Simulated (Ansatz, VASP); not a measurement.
## Zr2Ga in two plane-wave programs

One calculation is typed for both programs; each brings its own data sets. How far apart do they land? The cell is taken from a series of runs on this material, whose earlier steps may have relaxed, scaled, displaced or heated it; both programs get it as it stands.

Main program and level: Ansatz 0.2.0; plane waves, with VASP 6.6.1 beside it; relaxation of cell and atoms at r2SCAN with rVV10.

### Step 1. Starting point

It takes space group I4/mcm (No. 140, tetragonal). The conventional cell has a = 6.708 Å, b = 6.708 Å, c = 5.437 Å, α = 90.00°, β = 90.00°, γ = 90.00°. Nearest to Zr lie 4 Ga at 2.88 Å and 1 Zr at 2.93 Å. Nearest to Ga lie 2 Ga at 2.72 Å and 8 Zr at 2.88 Å. Farther neighbours are not listed.

Structure file:

```xyz
6
Lattice="-3.3540 3.3540 2.7185 3.3540 -3.3540 2.7185 3.3540 3.3540 -2.7185" Properties=species:S:1:pos:R:3 pbc="T T T"
Zr    1.0350    4.3890    0.0000
Zr    2.3190    1.0350    0.0000
Zr    2.3190   -1.0350    2.7185
Zr    1.0350    2.3190    2.7185
Ga    0.0000    0.0000    1.3593
Ga    0.0000    0.0000    4.0777
```

### Step 2. VASP: relaxation of cell and atoms, r2SCAN with rVV10

The relaxed volume is the usual yardstick between codes: in a stiff, nearly cubic crystal its relative difference is about their pressure difference at one cell divided by the bulk modulus.

Lines of VASP's logs that name or quote its potential files are left out, and so is its time.

Input file INCAR:

```
SYSTEM = Zr2Ga
PREC = Accurate
ENCUT = 550
EDIFF = 1E-07
NELM = 120
ISMEAR = 0
SIGMA = 0.1
LREAL = .FALSE.
ALGO = Normal
METAGGA = R2SCAN
LUSE_VDW = .TRUE.
IVDW_NL = 2
BPARAM = 11.95
CPARAM = 0.0093
LASPH = .TRUE.
NBANDS = 45
LORBIT = 11
LWAVE = .FALSE.
LCHARG = .FALSE.
ISIF = 3
IBRION = 2
NSW = 80
EDIFFG = -0.005
GGA_COMPAT = .FALSE.
NELMIN = 4
LMIXTAU = .TRUE.
KPAR = 2
```

Input file POSCAR:

```
Zr2Ga
1.0
   -3.3540000000      3.3540000000      2.7185000000
    3.3540000000     -3.3540000000      2.7185000000
    3.3540000000      3.3540000000     -2.7185000000
Zr Ga
4 2
Direct
    0.6542999404      0.1542999404      0.8085998808
    0.1542999404      0.3457000596      0.5000000000
    0.3457000596      0.8457000596      0.1914001193
    0.8457000596      0.6542999404      0.5000000000
    0.2500000000      0.2500000000      0.0000000000
    0.7500000000      0.7500000000      0.0000000000
```

Input file KPOINTS:

```
Automatic mesh
0
Gamma
8 8 8
0 0 0
```

PAW data sets: Zr_sv and Ga_d (PBE family, release 64).

Command:

```sh
$ mpirun -np 2 vasp_std
```

Numbers of over 12 decimals in the logs are rounded to 6 here.

Output:

```text
[banner, memory and clock lines left out]
running    2 mpi-ranks, on    1 nodes
 distrk:  each k-point on    1 cores,    2 groups
 distr:  one band on    1 cores,    1 groups

 POSCAR found type information on POSCAR ZrGa
 POSCAR found :  2 types and       6 ions
|                                                                             |
|               ----> ADVICE to this user running VASP <----                  |
|                                                                             |
|     You have switched on vdW-DFT.                                           |
|     This routine was written and supplied by Jiri Klimes. We recommend      |
|     that you carefully read and cite the following publications:            |
|       J. Klimes, D.R. Bowler, A. Michelides                                 |
|          J. Phys.: Cond Matt. 22 022201 (2010)                              |
|       J. Klimes, D.R. Bowler, A. Michelides                                 |
|          Phys. Rev. B. 83, 195131 (2011)                                    |
|     and references therein.                                                 |
|                                                                             |

|                                                                             |
|               ----> ADVICE to this user running VASP <----                  |
|                                                                             |
|     You enforced a specific xc type in the INCAR file but a different       |
|     [... a line on the potential file left out ...]
|     I HOPE YOU KNOW WHAT YOU ARE DOING!                                     |
|                                                                             |

 LDA part: xc-table for (None), standard interpolation
 POSCAR, INCAR and KPOINTS ok, starting setup
 FFT: planning ... GRIDC
 FFT: planning ... GRID_SOFT
 FFT: planning ... GRID
 WAVECAR not read
 entering main loop
       N       E                     dE             d eps       ncg     rms          rms(c)
Total rVV10 correction in eV:      1.7089135    76.7134317
Total rVV10 correction in eV:      1.7089135    76.7134317
DAV:   1     0.990797926027E+03    0.99080E+03   -0.37568E+04  5718   0.247E+03
DAV:   2     0.175013236659E+02   -0.97330E+03   -0.94571E+03  5859   0.722E+02
DAV:   3    -0.124877471634E+03   -0.14238E+03   -0.13824E+03  7060   0.221E+02
DAV:   4    -0.142876801273E+03   -0.17999E+02   -0.17635E+02  8028   0.620E+01
DAV:   5    -0.144472541999E+03   -0.15957E+01   -0.15898E+01  9335   0.143E+01    0.258E+01
Total rVV10 correction in eV:      1.6460962    76.7134325
Total rVV10 correction in eV:      1.6460962    76.7134325
DAV:   6    -0.119001577602E+03    0.25471E+02   -0.19567E+01  7308   0.235E+01    0.634E+00
Total rVV10 correction in eV:      1.6170304    76.7134326
Total rVV10 correction in eV:      1.6170304    76.7134326
DAV:   7    -0.112122593940E+03    0.68790E+01   -0.43727E+00  6136   0.112E+01    0.206E+00
Total rVV10 correction in eV:      1.6164923    76.7134326
Total rVV10 correction in eV:      1.6164923    76.7134326
DAV:   8    -0.115010989953E+03   -0.28884E+01   -0.27047E+00  6006   0.924E+00    0.103E+00
Total rVV10 correction in eV:      1.6128022    76.7134326
Total rVV10 correction in eV:      1.6128022    76.7134326
DAV:   9    -0.115423871140E+03   -0.41288E+00   -0.71326E-01  5907   0.590E+00    0.787E-01
Total rVV10 correction in eV:      1.6087810    76.7134326
Total rVV10 correction in eV:      1.6087810    76.7134326
DAV:  10    -0.114414897142E+03    0.10090E+01   -0.24196E-01  5931   0.384E+00    0.379E-01
Total rVV10 correction in eV:      1.6085999    76.7134326
Total rVV10 correction in eV:      1.6085999    76.7134326
DAV:  11    -0.115471989338E+03   -0.10571E+01   -0.50807E-01  5760   0.472E+00    0.213E-01
Total rVV10 correction in eV:      1.6081805    76.7134326
Total rVV10 correction in eV:      1.6081805    76.7134326
DAV:  12    -0.115435546321E+03    0.36443E-01   -0.22923E-02  8098   0.901E-01    0.129E-01
Total rVV10 correction in eV:      1.6078620    76.7134326
Total rVV10 correction in eV:      1.6078620    76.7134326
DAV:  13    -0.115516778630E+03   -0.81232E-01   -0.41397E-02  5806   0.136E+00    0.145E-01
Total rVV10 correction in eV:      1.6081344    76.7134326
Total rVV10 correction in eV:      1.6081344    76.7134326
DAV:  14    -0.115519329919E+03   -0.25513E-02   -0.51987E-03  7618   0.399E-01    0.129E-01
Total rVV10 correction in eV:      1.6080908    76.7134326
Total rVV10 correction in eV:      1.6080908    76.7134326
DAV:  15    -0.115519654828E+03   -0.32491E-03   -0.33746E-04  6537   0.109E-01    0.142E-01
[...]
Total rVV10 correction in eV:      1.6016936    76.7134322
Total rVV10 correction in eV:      1.6016936    76.7134322
DAV:  10    -0.115523323738E+03   -0.34190E-05   -0.46631E-06  8740   0.122E-02    0.296E-03
Total rVV10 correction in eV:      1.6016896    76.7134322
Total rVV10 correction in eV:      1.6016896    76.7134322
DAV:  11    -0.115523324884E+03   -0.11458E-05   -0.50385E-07  5141   0.394E-03    0.203E-03
Total rVV10 correction in eV:      1.6016866    76.7134322
Total rVV10 correction in eV:      1.6016866    76.7134322
DAV:  12    -0.115523326085E+03   -0.12012E-05   -0.10806E-06  6281   0.498E-03    0.746E-04
Total rVV10 correction in eV:      1.6016861    76.7134322
Total rVV10 correction in eV:      1.6016861    76.7134322
DAV:  13    -0.115523326020E+03    0.65038E-07   -0.69010E-08  3540   0.196E-03
Total rVV10 correction in eV:      1.6016855    76.7134322
Total rVV10 correction in eV:      1.6016855    76.7134322
Total rVV10 correction in eV:      1.6016859    76.7134322
Total rVV10 correction in eV:      1.6016859    76.7134322
   3 F= -.11552333E+03 E0= -.11551218E+03  d E =-.405974E-02
[...]
4 F= -.11552332E+03 E0= -.11551217E+03  d E =-.405868E-02
[...]
5 F= -.11552368E+03 E0= -.11551260E+03  d E =-.353843E-03
 trial-energy change:   -0.000354  1 .order   -0.000362   -0.000481   -0.000244
 step:   1.8255(harm=  1.8255)  dis= 0.00330  next Energy=  -115.523814 (dE=-0.489E-03)
 bond charge predicted
       N       E                     dE             d eps       ncg     rms          rms(c)
Total rVV10 correction in eV:      1.6018551    76.7134322
Total rVV10 correction in eV:      1.6018551    76.7134322
DAV:   1    -0.115522617153E+03    0.10616E-02   -0.10844E-01  5310   0.190E+00    0.470E-02
Total rVV10 correction in eV:      1.6018111    76.7134322
Total rVV10 correction in eV:      1.6018111    76.7134322
DAV:   2    -0.115523743046E+03   -0.11259E-02   -0.39673E-03  6164   0.374E-01    0.244E-02
Total rVV10 correction in eV:      1.6018018    76.7134322
Total rVV10 correction in eV:      1.6018018    76.7134322
DAV:   3    -0.115523795479E+03   -0.52433E-04   -0.28128E-04  6818   0.951E-02    0.163E-02
Total rVV10 correction in eV:      1.6017963    76.7134322
Total rVV10 correction in eV:      1.6017963    76.7134322
DAV:   4    -0.115523781568E+03    0.13911E-04   -0.82112E-05  6117   0.500E-02    0.823E-03
Total rVV10 correction in eV:      1.6017923    76.7134322
Total rVV10 correction in eV:      1.6017923    76.7134322
DAV:   5    -0.115523793355E+03   -0.11787E-04   -0.25687E-05  6621   0.280E-02    0.240E-03
Total rVV10 correction in eV:      1.6017923    76.7134322
Total rVV10 correction in eV:      1.6017923    76.7134322
DAV:   6    -0.115523793901E+03   -0.54568E-06   -0.33034E-06  7047   0.964E-03    0.145E-03
Total rVV10 correction in eV:      1.6017915    76.7134322
Total rVV10 correction in eV:      1.6017915    76.7134322
DAV:   7    -0.115523794257E+03   -0.35620E-06   -0.16672E-06  5394   0.737E-03    0.733E-04
Total rVV10 correction in eV:      1.6017909    76.7134322
Total rVV10 correction in eV:      1.6017909    76.7134322
DAV:   8    -0.115523794110E+03    0.14705E-06   -0.62090E-07  5421   0.474E-03    0.231E-04
Total rVV10 correction in eV:      1.6017911    76.7134322
Total rVV10 correction in eV:      1.6017911    76.7134322
DAV:   9    -0.115523794465E+03   -0.35513E-06   -0.86850E-08  3557   0.206E-03    0.135E-04
Total rVV10 correction in eV:      1.6017909    76.7134322
Total rVV10 correction in eV:      1.6017909    76.7134322
DAV:  10    -0.115523794282E+03    0.18348E-06   -0.14033E-08  3315   0.790E-04    0.368E-05
Total rVV10 correction in eV:      1.6017908    76.7134322
Total rVV10 correction in eV:      1.6017908    76.7134322
DAV:  11    -0.115523794352E+03   -0.69727E-07   -0.32649E-09  3265   0.361E-04
Total rVV10 correction in eV:      1.6017909    76.7134322
Total rVV10 correction in eV:      1.6017909    76.7134322
Total rVV10 correction in eV:      1.6017909    76.7134322
Total rVV10 correction in eV:      1.6017909    76.7134322
   6 F= -.11552379E+03 E0= -.11551281E+03  d E =-.469393E-03
 curvature:  -0.93 expect dE=-0.604E-05 dE for cont linesearch -0.202E-07
 trial: gam= 0.02424 g(F)=  0.310E-08 g(S)=  0.646E-05 ort =-0.345E-05 (trialstep = 0.108E+01)
 search vector abs. value=  0.662E-05
 reached required accuracy - stopping structural energy minimisation
```

From OUTCAR (step 2):

```text
ion  position               nearest neighbor table
   1  0.654  0.154  0.809-   5 2.88   6 2.88   5 2.88   6 2.88   3 2.93   3 3.27   3 3.27   4 3.42
                             2 3.42   2 3.42   4 3.42   4 3.59   2 3.59   2 3.59   4 3.59
   2  0.154  0.346  0.500-   6 2.88   6 2.88   5 2.88   5 2.88   4 2.93   4 3.27   4 3.27   3 3.42
                             1 3.42   1 3.42   3 3.42   3 3.59   1 3.59   1 3.59   3 3.59
   3  0.346  0.846  0.191-   5 2.88   6 2.88   5 2.88   6 2.88   1 2.93   1 3.27   1 3.27   2 3.42
                             4 3.42   4 3.42   2 3.42   4 3.59   2 3.59   4 3.59   2 3.59
   4  0.846  0.654  0.500-   5 2.88   5 2.88   6 2.88   6 2.88   2 2.93   2 3.27   2 3.27   3 3.42
                             1 3.42   1 3.42   3 3.42   3 3.59   1 3.59   1 3.59   3 3.59
   5  0.250  0.250  0.000-   6 2.72   6 2.72   4 2.88   4 2.88   2 2.88   2 2.88   1 2.88   1 2.88
                             3 2.88   3 2.88
   6  0.750  0.750  0.000-   5 2.72   5 2.72   2 2.88   2 2.88   4 2.88   1 2.88   4 2.88   1 2.88
                             3 2.88   3 2.88

  LATTYP: Found a body centered tetragonal cell.
 ALAT       =     6.7080000000
 C/A-ratio  =     0.8105247466

 Subroutine GETGRP returns: Found 16 space group operations
 (whereof  8 operations were pure point group operations)

The static configuration has the point symmetry C_4h.
 The point group associated with its full space group is D_4h.

 Found     59 irreducible k-points:

   k-points           NKPTS =     59   k-points in BZ     NKDIM =     59   number of bands    NBANDS=     45

   dimension x,y,z NGX =    42 NGY =   42 NGZ =   42
   dimension x,y,z NGXF=    84 NGYF=   84 NGZF=   84

   ENCUT  =  550.0 eV  40.42 Ry    6.36 a.u.  10.45 10.45 10.45*2*pi/ulx,y,z

   NELECT =      74.0000    total number of electrons

 k-points in reciprocal lattice and weights: Automatic mesh
   0.00000000  0.00000000  0.00000000       0.002
   0.12500000  0.00000000  0.00000000       0.016
   0.25000000  0.00000000  0.00000000       0.016
   0.37500000  0.00000000  0.00000000       0.016
   0.50000000  0.00000000  0.00000000       0.008
   0.12500000  0.12500000  0.00000000       0.016
   0.25000000  0.12500000  0.00000000       0.031
   0.37500000  0.12500000  0.00000000       0.031
   0.50000000  0.12500000  0.00000000       0.031
[...]
-0.37500000 -0.37500000  0.37500000       0.004
   0.50000000  0.50000000  0.50000000       0.002

 average (electrostatic) potential at core
       1 -80.3168       2 -80.3168       3 -80.3168       4 -80.3168       5 -65.8107
       6 -65.8107

 E-fermi :   8.1327

 k-point     1 :       0.0000    0.0000    0.0000
  band No.  band energies     occupation
    ...
     34       7.1828      2.00000
     35       7.1828      2.00000
     36       7.5468      2.00000
     37       7.5468      2.00000
     38       7.8221      1.99999
     39       9.9551      0.00000
     40      10.0333      0.00000
     41      10.4815      0.00000
     42      10.5876      0.00000
     43      10.5876      0.00000
    ...

 k-point     2 :       0.1250    0.0000    0.0000
  band No.  band energies     occupation
    ...
     34       7.1883      2.00000
     35       7.2401      2.00000
     36       7.5416      2.00000
     37       7.5914      2.00000
     38       8.0509      1.75264
     39       9.8948      0.00000
     40       9.9286      0.00000
     41      10.2388      0.00000
     42      10.6472      0.00000
     43      10.6746      0.00000
    ...

 k-point     3 :       0.2500    0.0000    0.0000
  band No.  band energies     occupation
    ...
     33       7.1334      2.00000
     34       7.2972      2.00000
     35       7.3832      2.00000
     36       7.4775      2.00000
     37       7.6971      2.00000
     38       8.3887      0.00029
     39       9.4427      0.00000
     40       9.7263      0.00000
     41       9.7804      0.00000
     42      10.9226      0.00000
    ...

  Total        0.0050715      0.0050715     -0.0274189      0.0000000      0.0000000      0.0000000
  in kB        0.0670737      0.0670737     -0.3626327      0.0000000      0.0000000      0.0000000
  external PRESSURE =      -0.0761617 kB  Pullay stress =       0.0000000 kB

  energy-cutoff  :      550.00
  volume of cell :      121.14
      direct lattice vectors                 reciprocal lattice vectors
    -3.342900459  3.342900459  2.710111343     0.000000000  0.149570711  0.184494265
     3.342900459 -3.342900459  2.710111343     0.149570711  0.000000000  0.184494265
     3.342900459  3.342900459 -2.710111343     0.149570711  0.149570711  0.000000000

 POSITION                                       TOTAL-FORCE (eV/Angst)
 -----------------------------------------------------------------------------------
      1.02758      4.37048      0.00000        -0.000090     -0.000090      0.000000
      2.31532      1.02758      0.00000         0.000090     -0.000090      0.000000
      2.31532     -1.02758      2.71011         0.000090      0.000090     -0.000000
      1.02758      2.31532      2.71011        -0.000090      0.000090      0.000000
      0.00000      0.00000      1.35506        -0.000000      0.000000      0.000000
      0.00000      0.00000      4.06517        -0.000000      0.000000      0.000000
 -----------------------------------------------------------------------------------
    total drift:                               -0.000001     -0.000001      0.000000

  FREE ENERGIE OF THE ION-ELECTRON SYSTEM (eV)
  ---------------------------------------------------
  free  energy   TOTEN  =      -115.5237943516 eV

  energy  without entropy=     -115.5018157525  energy(sigma->0) =     -115.51280505

 reached required accuracy - stopping structural energy minimisation

 total charge
# of ion       s       p       d       tot
------------------------------------------
    1        2.185   5.983   1.547   9.715
    2        2.185   5.983   1.547   9.715
    3        2.185   5.983   1.547   9.715
    4        2.185   5.983   1.547   9.715
    5        0.915   0.982   9.949  11.845
    6        0.915   0.982   9.949  11.845
--------------------------------------------------
tot         10.571  25.893  26.086  62.550

[... 3 further parts left out ...]
```

CONTCAR:

```
Zr2Ga
   1.00000000000000
    -3.3429004591066276    3.3429004591066276    2.7101113434622004
     3.3429004591066276   -3.3429004591066276    2.7101113434622004
     3.3429004591066276    3.3429004591066276   -2.7101113434622004
  Zr              Ga
     4     2
Direct
     0.6536959912296691    0.1536959912296691    0.8073919824593383
     0.1536959912296691    0.3463040087703309    0.5000000000000000
     0.3463040087703309    0.8463040087703309    0.1926080176406635
     0.8463040087703309    0.6536959912296691    0.5000000000000000
     0.2500000000000000    0.2500000000000000    0.0000000000000000
     0.7500000000000000    0.7500000000000000    0.0000000000000000
```

(Continued in part 2 of 2.)

[Lines on the potential files, build, host, timing and source positions are cut from VASP's logs without a mark.]

[Logs are printed without paths, hosts, clocks, repeated set-up lines and the standing remarks that a program may print on its own settings, such as how far it seeks lower states.]

[Hosts, paths, dates, database ids (printed as entryN), source tags and the programs' standing remarks are cut or masked in the printed files.]
